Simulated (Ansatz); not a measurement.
BN (started from an entry of an open crystallographic database), relaxed with r2SCAN: space group F-43m (No. 216), cubic; a = 3.610 Å in the conventional setting, 5.88 Å³ an atom. Around B lie 4 N at 1.56 Å; around N lie 4 B at 1.56 Å. One-shot G0W0@PBE in Ansatz on an 8×8×8 mesh (contour deformation, no spin-orbit coupling), from a PBE gap of 4.476 eV over the mesh points (the G0W0 gap is indirect on the mesh); the number N of bands summed and the screening cutoff rise together. No spin polarisation and no zero-point or thermal motion.

| N | cutoff (eV) | 1000/N | G0W0 gap (eV) |
| --- | --- | --- | --- |
| 30 | 100 | 33.333 | 5.810 |
| 68 | 180 | 14.706 | 6.079 |

**Question.** Lay a straight line in 1000/N through these rows.

**Answer.** The slope is -0.0144 eV per unit of 1000/N and the intercept 6.291 eV.

**Question.** Predict the gap at N = 129 (260 eV).

**Answer.** 6.291 + (-0.0144) × 7.752 = 6.179 eV; the run gives 6.186 eV, +0.007 eV from the line.

**Question.** With that run's result added, what limit do the last two rows suggest?

**Answer.** Their slope is (6.186 − 6.079)/(7.752 − 14.706) = -0.0154, which meets 1/N = 0 at 6.31 eV, against 6.291 eV from the first line. The two lines nearly agree; the k mesh isn't extrapolated.
